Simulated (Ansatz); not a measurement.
# TiTe2 (P-3m1) in Ansatz: further runs

The runs below take TiTe2 through relaxation of cell and atoms, with PBE+U.

Program: Ansatz 0.2.0. These are calculated values, not measurements. Logs are shortened: lines on timing, memory, paths and dates and some standing lists are left out, and cuts for length are marked.

**1. Starting point**

Symmetry: P-3m1, No. 164, trigonal system. The conventional cell has a = 3.777 Å, b = 3.777 Å, c = 6.498 Å, α = 90.00°, β = 90.00°, γ = 120.00°. Te (site symmetry 3m) is surrounded by 3 Ti at 2.77 Å. Ti (site symmetry -3m) is surrounded by 6 Te at 2.77 Å.

**2. Relaxation of cell and atoms, PBE+U**

The input, input.yaml:

```yaml
crystal:
  lattice:
    - [3.777, 0.0, 0.0]
    - [-1.8885, 3.2709779501, 0.0]
    - [0.0, 0.0, 6.498]
  atoms:
    - { symbol: Te, position: [0.3333333333, 0.6666666667, 0.7372] }
    - { symbol: Te, position: [0.6666666667, 0.3333333333, 0.2628] }
    - { symbol: Ti, position: [0.0, 0.0, 0.0] }
hamiltonian:
  xc: pbe
  pseudopotentials: { kind: paw }
  hubbard: { sites: [{ species: Ti, l: d, u_eff: 4.0 }] }
kpoints:
  mp_grid: { grid: [8, 8, 4] }
scf:
  occupations: { method: fermi_dirac, width: 0.05 }
output:
  forces: true
  stress: true
  eigenvalues: true
relax:
  f_tol: 0.01
  max_steps: 40
  cell: { stress_tol: 0.05 }
```

Potentials or basis: Ansatz PAW.

The run is started by

```console
$ ansatz run input.yaml --threads 2 --pin off --max-ram 5632MiB --backend cpu --events-out ev --progress --plain --runs-dir out
```

The program printed:

```text
Warning: RAYON_NUM_THREADS=2 ignored (pool sized by the plan → 2); use --threads N
Te: projections on atomic orbitals take those of the free atom [Kr] 4d10 5s2 5p4, of charge +0.00 (hamiltonian.pseudopotentials.projection_atoms); the dataset's partial waves leave at most 7.8e-6 of an orbital's norm unspanned inside its sphere
Ti: projections on atomic orbitals take those of the free atom [Ne] 3s2 3p6 3d2 4s2, of charge +0.00 (hamiltonian.pseudopotentials.projection_atoms); the dataset's partial waves leave at most 4.1e-7 of an orbital's norm unspanned inside its sphere
Engine: ansatz 0.2.0, aarch64-unknown-linux-gnu
Pseudopotentials: kind: paw
Pseudopotential: Te, paw, valence charge 16, recommended cutoff 420 eV (normal), Te.paw.azcp
Pseudopotential: Ti, paw, valence charge 12, recommended cutoff 420 eV (normal), Ti.paw.azcp
Functional definition: PBE
  parameter kappa = 0.804
  parameter beta = 0.06672455060314922
  exchange = pbe_x(kappa = kappa, mu = beta*pi^2/3)
  correlation = pbe_c(beta = beta)
Crystal: 3 atoms, lattice volume = 80.279 Å³
Basis set: ecut = 420 eV, 1581 PW (Γ), exchange–correlation on 54×54×90 points (8 copies of the dense FFT grid, shifted against one another)
Bands: 27, of which v1, the nominal top of the filled ones, is band 22 counted from 1 (21 counted from 0)
Symmetry: 12 space group operations
Space group: P-3m1 (ITA 164), of the structure as read, at distance tolerance 4.3e-5 Å
k-points: 35 of 256
Non-local potential: Te, projectors of the file, l = 0: 2, l = 1: 2, l = 2: 2, l = 3: 2
Non-local potential: Ti, projectors of the file, l = 0: 3, l = 1: 2, l = 2: 3, l = 3: 1
PAW form: soft (Blöchl's): semilocal exchange-correlation on the pseudo side does not see the compensation charge
PAW one-centre angular grid: Te, 590 points (default); XC on 64 Gauss nodes
PAW one-centre angular grid: Ti, 590 points (default); XC on 64 Gauss nodes
Initial density: superposition of atomic densities (chi_scale 0.1, normalization cell, long waves of neutral atoms under a Hubbard term (reshape's long-wave potential 0.05 eV rms, cloud 2.98 Å wide))
Initial wavefunctions: pseudopotential atomic-orbital guess
Functional: x = pbe(κ = 0.804, μ = 0.2195149727645171), c = pbe(β = 0.06672455060314922)
SCF iter   1: F=—  HF=-16458.486841 eV  |F-HF|=—  |Δ(HF+E_count)|=         —  Δρ=5.35e-2  dr2=8.73e0  ethr=3.10e-3  ⟨swp⟩=6.1  Hψ=4528  notcnv=0
preconditioner: auto → Kerker (q_TF=auto, 2.468 Å⁻¹)  [metal: Δε(μ)=0.056 eV  Ē_g=5.885 eV  σ=0.050 eV  W_gap=0.27  n_scr=22 (ndim 8)  ℏωp=16.6 eV  f_vac=0.003  D(μ)=1.35/eV (n_scr^D=2)]
SCF iter   2: F=—  HF=-16458.151928 eV  |F-HF|=—  |Δ(HF+E_count)|=   3.35e-1  Δρ=3.38e-2  dr2=1.32e0  ethr=3.10e-3  ⟨swp⟩=4.0  Hψ=2270  notcnv=0
SCF iter   3: F=—  HF=-16458.027777 eV  |F-HF|=—  |Δ(HF+E_count)|=   1.24e-1  Δρ=1.72e-2  dr2=1.01e0  ethr=3.00e-3  ⟨swp⟩=2.3  Hψ=1342  notcnv=0
SCF iter   4: F=—  HF=-16457.953537 eV  |F-HF|=—  |Δ(HF+E_count)|=   7.42e-2  Δρ=5.47e-3  dr2=5.97e-2  ethr=2.29e-3  ⟨swp⟩=2.2  Hψ=1366  notcnv=0
SCF iter   5: F=—  HF=-16457.958840 eV  |F-HF|=—  |Δ(HF+E_count)|=   5.30e-3  Δρ=5.06e-3  dr2=3.47e-2  ethr=1.36e-4  ⟨swp⟩=2.3  Hψ=1385  notcnv=0
SCF iter   6: F=—  HF=-16457.956427 eV  |F-HF|=—  |Δ(HF+E_count)|=   2.41e-3  Δρ=1.22e-3  dr2=4.23e-3  ethr=7.88e-5  ⟨swp⟩=2.0  Hψ=1236  notcnv=0
[... 162 lines left out ...]
SCF converged after 7 iterations
Free energy (F): -16458.123096 eV
Harris-Foulkes:  -16458.123096 eV  (|F-HF|=2.18e-11)
Internal energy: -16458.118279 eV  (E = F + TS)
E sigma→0 (E₀):  -16458.120687 eV
Entropy (-TS):   -0.004817 eV (-1.606 meV/atom)
Fermi energy:    7.884046 eV
--- Per-component energies (eV) ---
  E_band       = -800.603827
  E_kinetic    = 629.137239
  E_local      = -4604.872252  (includes V_loc(G=0)·N_el)
  E_nonlocal   = -613.118738
  E_hartree    = 2522.768418
  E_xc         = -345.139302
  E_vxc        = -328.894572  (∫ρ·V_xc dr)
  E_hubbard    = 3.054264  (on-site DFT+U / exact-exchange correction)
  E_vhub       = 1.077303  (the Hubbard potential's part of the band-sum identity)
  E_paw        = -10371.501690  (= ΣΔE_a)
  E_vpaw       = -929.469313  (= ΣTr[D̂ρ^β])
  E_aug_tail   = -0.000255  (compensation charges beyond the density's cutoff)
  E_ewald      = -3678.445961
  E_smearing   = -0.004817  (= −TS)
  E_closure    = 0.000000  (closes the sum)
  Σ components = -16458.123096   (vs F -16458.123096, Δ=0.00e0)
--- Forces (eV/Å), atoms counted from 1 ---
  atom   1  Te    -0.00000000    -0.00000000    -0.00062937
  atom   2  Te     0.00000000     0.00000000     0.00062937
  atom   3  Ti     0.00000000     0.00000000     0.00000000
  max |Σ_I F_I| component: 0.00e0 eV/Å
--- Stress (GPa, compression-positive) ---
       -0.008934       0.000000      -0.000000
       -0.000000      -0.008934       0.000000
       -0.000000       0.000000       0.000531
  P = ⅓ Tr σ = -0.0058 GPa (-0.058 kbar)
--- Band table (eV; the first three rows and the last of 35) ---
  k-point 0: bands = ["-51.3733", "-28.9626", "-28.9626", "-28.9545", "-28.9545", "-28.9326", "-28.9326", "-28.9313", "-28.9313", "-28.9204", "-28.9202", "-27.5759", "-27.5759", "-27.5153", "-4.4741", "-3.4504", "3.1832", "5.2324", "5.2324", "6.9671", "7.8531", "7.8531", "8.1883", "8.1883", "8.6263", "10.0058", "10.0058"]
  k-point 1: bands = ["-51.3733", "-28.9627", "-28.9627", "-28.9545", "-28.9545", "-28.9327", "-28.9327", "-28.9313", "-28.9313", "-28.9205", "-28.9201", "-27.5759", "-27.5759", "-27.5153", "-4.4385", "-3.5110", "3.4548", "5.2362", "5.2362", "6.3124", "7.8294", "7.8294", "8.1910", "8.1910", "8.7733", "10.0388", "10.0388"]
  k-point 2: bands = ["-51.3733", "-28.9627", "-28.9627", "-28.9545", "-28.9545", "-28.9327", "-28.9327", "-28.9313", "-28.9313", "-28.9206", "-28.9200", "-27.5759", "-27.5759", "-27.5153", "-4.3982", "-3.5757", "3.8354", "5.2400", "5.2400", "5.6545", "7.8067", "7.8067", "8.1930", "8.1930", "8.8470", "10.0718", "10.0718"]
  k-point 34: bands = ["-51.3722", "-28.9607", "-28.9546", "-28.9526", "-28.9522", "-28.9366", "-28.9357", "-28.9327", "-28.9321", "-28.9174", "-28.9171", "-27.6002", "-27.5908", "-27.4986", "-2.9865", "-2.9678", "3.3340", "3.7808", "4.2984", "4.8069", "5.3273", "5.4755", "8.7267", "8.8388", "8.9865", "9.1306", "9.4435"]
Occupation matrices written to <dir>
--- Relaxed structure (10 steps of the walk, 10 accepted, 2 SCFs on fresh bases) ---
  F+E_penalty+E_count = -16458.12309609 eV   max|allowed force component| = 6.294e-4 eV/Å   (the final SCF, on the basis selected at the relaxed cell)
  cell:  # Å, volume = 100.6559 Å³
    - [3.953447887846484, -4.728497787770534e-33, 9.253761398977296e-17]
    - [-1.976723943923242, 3.423786303412987, -4.6268806994886486e-17]
    - [1.5920291652236618e-16, -7.381003804930192e-33, 7.436293274285143]
  atoms:
    - { symbol: Te, position: [0.33333333333333326, 0.6666666666666665, 0.7747517402361149] }
    - { symbol: Te, position: [0.6666666666666666, 0.33333333333333326, 0.225248259763885] }
    - { symbol: Ti, position: [-3.963745631963786e-35, -2.804945922234942e-34, 1.7797511808523718e-19] }
```

occupation_matrices:

```text
# The occupation matrices of the corrected shells as a run of Ansatz 0.0.0 ended. An entry of
# hamiltonian.hubbard.sites starts from them by `starting_ns: <path of this file>`, where that key's refused
# combinations let it.
# Free energy -16458.123096 eV.
# projection_atom_Te: [Kr] 4d10 5s2 5p4
# projection_atom_Ti: [Ne] 3s2 3p6 3d2 4s2
format: ansatz-occupation-matrices/1
state: converged
spin: unpolarized
projectors: all-electron-ortho-atomic
projection_frame: null
lattice: # Å
  - [3.953447887846484, -4.728497787770534e-33, 9.253761398977296e-17]
  - [-1.976723943923242, 3.423786303412987, -4.6268806994886486e-17]
  - [1.5920291652236618e-16, -7.381003804930192e-33, 7.436293274285143]
atoms: # fractions of the lattice vectors
  - {symbol: Te, position: [0.33333333333333326, 0.6666666666666665, 0.7747517402361149]}
  - {symbol: Te, position: [0.6666666666666666, 0.33333333333333326, 0.225248259763885]}
  - {symbol: Ti, position: [-3.963745631963786e-35, -2.804945922234942e-34, 1.7797511808523718e-19]}
sites: # a site counts the atoms from 0
  - {site: 2, l: d, shell: 3, starting_ns: [{spin: up, occupation_matrix: site2_d}]} # 2.516 electrons, filled orbitals 0
occupation_matrices: # on the real harmonics m = 0, +1, -1, ... of the Cartesian axes; of spinors up first
  site2_d:
    matrix:
      - [0.08246038589400342, 0.0, -1.734723475976807e-18, 3.469446951953614e-18, 0.0]
      - [0.0, 0.37895661937231606, 0.0, 0.0, -0.1681516072384664]
      - [8.673617379884035e-19, 0.0, 0.37895661937231595, -0.16815160723846642, 0.0]
      - [3.469446951953614e-18, 0.0, -0.16815160723846642, 0.20871673948698086, 0.0]
      - [0.0, -0.1681516072384664, 0.0, 0.0, 0.20871673948698086]
```

Wall time 37 s (2 threads of Arm Neoverse V2, shared host); peak memory 0.48 GiB.

Results:

| Quantity | Value |
| --- | --- |
| Free energy | -16458.1231 eV |
| Relaxed volume | 33.55 Å³/atom |
| Relaxed cell | a = 3.953 Å, b = 3.953 Å, c = 7.436 Å, α = 90.00°, β = 90.00°, γ = 120.00° |
| Space group after relaxing (to 0.05 Å) | P-3m1 (No. 164) |
| Energy gained by relaxing | 55.5 meV/atom |
| Ionic steps | 12 |
| Pressure after relaxing | 0.0 GPa |
| Band gap on the k mesh | 0.13 eV, indirect (least direct gap 0.34 eV) |

Step by step:
```tsv
step	energy change (eV)	largest force (eV/Å)	volume (Å³)
1	0.0000	0.1143	80.28
2	-0.1485	0.0017	91.74
3	-0.1551	0.0158	93.50
4	-0.1597	0.0326	96.00
5	-0.1598	0.0312	96.76
6	-0.1599	0.0001	96.74
7	-0.1647	0.0003	96.74
8	-0.1656	0.0009	97.94
9	-0.1659	0.0020	98.89
10	-0.1660	0.0035	100.23
11	-0.1659	0.0007	100.66
12	-0.1664	0.0006	100.66
```

Final structure:
```cif
data_structure
_symmetry_space_group_name_H-M 'P 1'
_symmetry_Int_Tables_number 1
_cell_length_a 3.9534
_cell_length_b 3.9534
_cell_length_c 7.4363
_cell_angle_alpha 90.000
_cell_angle_beta 90.000
_cell_angle_gamma 120.000
_cell_volume 100.66
loop_
_atom_site_label
_atom_site_type_symbol
_atom_site_fract_x
_atom_site_fract_y
_atom_site_fract_z
_atom_site_occupancy
Te1 Te 0.33333 0.66667 0.77475 1
Te2 Te 0.66667 0.33333 0.22525 1
Ti1 Ti 0.00000 0.00000 0.00000 1
```

Eigenvalues of the final occupation matrices:
```
  site  spin  trace               eigenvalues
site 1     1   1.26  0.08 0.11 0.11 0.48 0.48
```

Caveat: the volume moved by over 15 % at a fixed basis, so the end points are rough; the plane-wave basis is chosen anew once the cell has moved, so the energies of steps on either side of that aren't comparable; spin-orbit coupling is left out, which moves the levels of the heavy elements; this functional lacks dispersion, which binds the layers, so the pressure and a relaxed spacing across them are unreliable, and here the layers came unbound; the U is typed as a test and isn't derived for this compound. PBE usually gives volumes a little too large and moduli too small.

**3. Relaxation of cell and atoms, PBE+U**

Changes to input.yaml since step 2:

```diff
@@ -12,3 +12,3 @@
   pseudopotentials: { kind: paw }
-  hubbard: { sites: [{ species: Ti, l: d, u_eff: 4.0 }] }
+  hubbard: { sites: [{ species: Ti, l: d, u_eff: 5.0 }] }
 kpoints:
@@ -21,2 +21,6 @@
   eigenvalues: true
+  write_density: true
+  write_potential: true
+  elf: true
+  volumetric_format: npy
 relax:
```

Potentials or basis: Ansatz PAW.

The run is started by

```console
$ ansatz run input.yaml --threads 2 --pin off --max-ram 5632MiB --backend cpu --events-out ev --progress --plain --runs-dir out
```

Run time: 37 s. Hardware: 2 threads of Arm Neoverse V2, shared host; peak memory 0.49 GiB.

The run converged. Its results:

* Free energy: -16457.3960 eV
* Relaxed volume: 34.79 Å³/atom
* Relaxed cell: a = 4.006 Å, b = 4.006 Å, c = 7.508 Å, α = 90.00°, β = 90.00°, γ = 120.00°
* Space group after relaxing (to 0.05 Å): P-3m1 (No. 164)
* Energy gained by relaxing: 87.4 meV/atom
* Ionic steps: 12
* Pressure after relaxing: 0.0 GPa
* Band gap on the k mesh: 0.56 eV, indirect (least direct gap 0.79 eV)

Forces on the atoms (eV/Å):
```
Te   0.000  0.000 -0.003
Te   0.000  0.000  0.003
Ti   0.000  0.000  0.000
```

Step by step:
```csv
step,energy change (eV),largest force (eV/Å),volume (Å³)
1,0.0000,0.1788,80.28
2,-0.2238,0.1604,90.90
3,-0.2443,0.1423,95.55
4,-0.2497,0.0260,96.53
5,-0.2531,0.0264,98.06
6,-0.2537,0.0038,99.19
7,-0.2598,0.0041,99.19
8,-0.2610,0.0016,100.70
9,-0.2618,0.0064,102.89
10,-0.2618,0.0008,103.62
11,-0.2617,0.0029,104.37
12,-0.2623,0.0029,104.37
```

Final structure:
```
CELL_PARAMETERS angstrom
4.00649 0.00000 0.00000
-2.00324 3.46972 0.00000
0.00000 0.00000 7.50802
ATOMIC_POSITIONS crystal
Te 0.33333 0.66667 0.77860
Te 0.66667 0.33333 0.22140
Ti 0.00000 0.00000 0.00000
```

Levels at points of the mesh, in eV from the valence-band top:
```
             k point  band 18  band 19  band 20  band 21  band 22  band 23  band 24  band 25  band 26  band 27
  (0.00, 0.00, 0.00)    -2.63    -2.63    -0.75     0.00     0.00     0.79     0.79     1.32     2.23     2.23
 (0.00, 0.00, -0.50)    -2.62    -2.62    -1.93    -0.04    -0.04     0.80     0.80     1.50     2.28     2.28
 (0.00, -0.50, 0.00)    -3.95    -2.64    -2.53    -2.33    -1.66     0.61     1.21     1.41     1.99     2.19
(0.00, -0.50, -0.50)    -4.13    -2.67    -2.59    -1.85    -1.59     0.64     1.15     1.51     2.11     2.11
```

Eigenvalues of the final occupation matrices:
| site | spin | trace | eigenvalues |
| --- | --- | --- | --- |
| site 1 | 1 | 1.22 | 0.06 0.07 0.07 0.50 0.50 |

Caveat: the volume moved by over 15 % at a fixed basis, so the end points are rough; the plane-wave basis is chosen anew once the cell has moved, so the energies of steps on either side of that aren't comparable; spin-orbit coupling is left out, which moves the levels of the heavy elements; this functional lacks dispersion, which binds the layers, so the pressure and a relaxed spacing across them are unreliable, and here the layers came unbound; the U is typed as a test and isn't derived for this compound.
